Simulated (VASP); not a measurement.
Consider the following.

```xyz
40
Lattice="-5.2583 5.2583 5.2583 5.2583 -5.2583 5.2583 5.2583 5.2583 -5.2583" Properties=species:S:1:pos:R:3 pbc="T T T"
Y      2.6291     2.6291     2.6291
Y     -2.6291     2.6291     2.6291
Y      2.6291     2.6291    -2.6291
Y      2.6291    -2.6291     2.6291
Y      4.9060     0.0000     2.6291
Y      0.3523     0.0000     7.8874
Y      2.6291     4.9060     0.0000
Y      7.8874     0.3523     0.0000
Y      0.0000     2.6291     4.9060
Y      0.0000     7.8874     0.3523
Y      0.3523     5.2583     2.6291
Y      4.9060     5.2583    -2.6291
Y      2.6291     0.3523     5.2583
Y     -2.6291     4.9060     5.2583
Y      5.2583     2.6291     0.3523
Y      5.2583    -2.6291     4.9060
O      4.1067     1.6080     4.0300
O      6.4099     3.6503     4.0300
O      1.1516     1.6080     6.4866
O     -1.1516     3.6503     6.4866
O      4.0300     4.1067     1.6080
O      4.0300     6.4099     3.6503
O      6.4866     1.1516     1.6080
O      6.4866    -1.1516     3.6503
O      1.6080     4.0300     4.1067
O      3.6503     4.0300     6.4099
O      1.6080     6.4866     1.1516
O      3.6503     6.4866    -1.1516
O      1.1516     3.6503     1.2283
O     -1.1516     1.6080     1.2283
O      4.1067     3.6503    -1.2283
O      6.4099     1.6080    -1.2283
O      1.2283     1.1516     3.6503
O      1.2283    -1.1516     1.6080
O     -1.2283     4.1067     3.6503
O     -1.2283     6.4099     1.6080
O      3.6503     1.2283     1.1516
O      1.6080     1.2283    -1.1516
O      3.6503    -1.2283     4.1067
O      1.6080    -1.2283     6.4099
```

The numbers are results of LDA (Ceperley-Alder, Perdew-Zunger), VASP's LDA PAW potentials (set 64) (plane waves; VASP), not measurements. Settings: LREAL = Auto, EDIFF = 1E-03, 240 eV cut-off, 1×1×1 Γ-centred mesh, Gaussian smearing of 0.050 eV, potentials Y_sv O.

At this cut-off the stress carries a Pulay error, which pulls relaxed volumes low. Energy and stress use the plane-wave basis of the starting cell.

Q: The ions, cell shape and volume are relaxed. Give the cell that the relaxation ends in.

A: 
```xyz
40
Lattice="-4.8760 4.8760 4.8760 4.8760 -4.8760 4.8760 4.8760 4.8760 -4.8760" Properties=species:S:1:pos:R:3 pbc="T T T"
Y      2.4380     2.4380     2.4380
Y     -2.4380     2.4380     2.4380
Y      2.4380     2.4380    -2.4380
Y      2.4380    -2.4380     2.4380
Y      4.5586     0.0000     2.4380
Y      0.3175     0.0000     7.3141
Y      2.4380     4.5586     0.0000
Y      7.3141     0.3175     0.0000
Y      0.0000     2.4380     4.5586
Y      0.0000     7.3141     0.3175
Y      0.3175     4.8760     2.4380
Y      4.5586     4.8760    -2.4380
Y      2.4380     0.3175     4.8760
Y     -2.4380     4.5586     4.8760
Y      4.8760     2.4380     0.3175
Y      4.8760    -2.4380     4.5586
O      3.8346     1.4907     3.6962
O      5.9175     3.3854     3.6962
O      1.0415     1.4907     6.0559
O     -1.0415     3.3854     6.0559
O      3.6962     3.8346     1.4907
O      3.6962     5.9175     3.3854
O      6.0559     1.0415     1.4907
O      6.0559    -1.0415     3.3854
O      1.4907     3.6962     3.8346
O      3.3854     3.6962     5.9175
O      1.4907     6.0559     1.0415
O      3.3854     6.0559    -1.0415
O      1.0415     3.3854     1.1799
O     -1.0415     1.4907     1.1799
O      3.8346     3.3854    -1.1799
O      5.9175     1.4907    -1.1799
O      1.1799     1.0415     3.3854
O      1.1799    -1.0415     1.4907
O     -1.1799     3.8346     3.3854
O     -1.1799     5.9175     1.4907
O      3.3854     1.1799     1.0415
O      1.4907     1.1799    -1.0415
O      3.3854    -1.1799     3.8346
O      1.4907    -1.1799     5.9175
```
Space group Ia-3 (206), at a tolerance of 0.03 Å.

Q: How do energy and volume change from the first to the last step?

A: The energy (σ→0) changes by -826.2 meV/atom and the volume by -20.3 %, in 27 ionic steps.

```csv
step,E(σ→0) (eV),max force (eV/Å),pressure (GPa),volume (Å³)
1,-406.4867,0.511,-78.81,581.56
2,602.4047,15.259,2444.08,163.41
3,-434.8103,0.786,-33.50,503.32
4,-437.8904,0.853,-18.09,484.42
5,-439.0202,0.947,0.37,464.79
6,-439.0079,0.934,-1.75,466.96
7,-439.3863,0.517,-1.05,465.88
8,-439.3960,0.414,-1.36,466.03
9,-439.4752,0.150,3.89,460.41
10,-439.4870,0.197,2.24,461.93
11,-439.4840,0.265,-3.01,466.90
12,-439.5277,0.108,-0.08,464.35
13,-439.5278,0.107,-0.21,464.40
14,-439.5340,0.027,-0.21,464.30
15,-439.5338,0.028,-0.19,464.31
16,-439.5340,0.017,-0.22,464.31
17,-439.5340,0.019,-0.21,464.30
18,-439.5340,0.022,-0.21,464.30
19,-439.5334,0.019,0.38,463.61
20,-439.5346,0.017,0.48,463.97
21,-439.5343,0.019,0.19,464.17
22,-439.5341,0.021,-0.09,464.21
23,-439.5342,0.020,-0.11,464.18
24,-439.5342,0.021,-0.10,464.17
25,-439.5342,0.021,-0.09,464.17
```

The structure was generated: Y2O3 was put into an ordered model structure, a phase also known from measurement. This run relaxes it. Symmetry was kept, so distortions that lower it aren't found. The k-mesh is coarse (spacing up to 0.91 per Å, 2π included), so the numbers may not be converged in it. The run is one of a series of settings (EDIFF = 1E-03, EDIFFG = -0.01, ENCUT = 240, GGA removed, IBRION = 2, ISIF = 3, NSW = 50, KPOINTS 1×1×1 Γ-centred mesh, POTCAR Y_sv O (LDA.64 set) against the base run), some of them coarse on purpose.
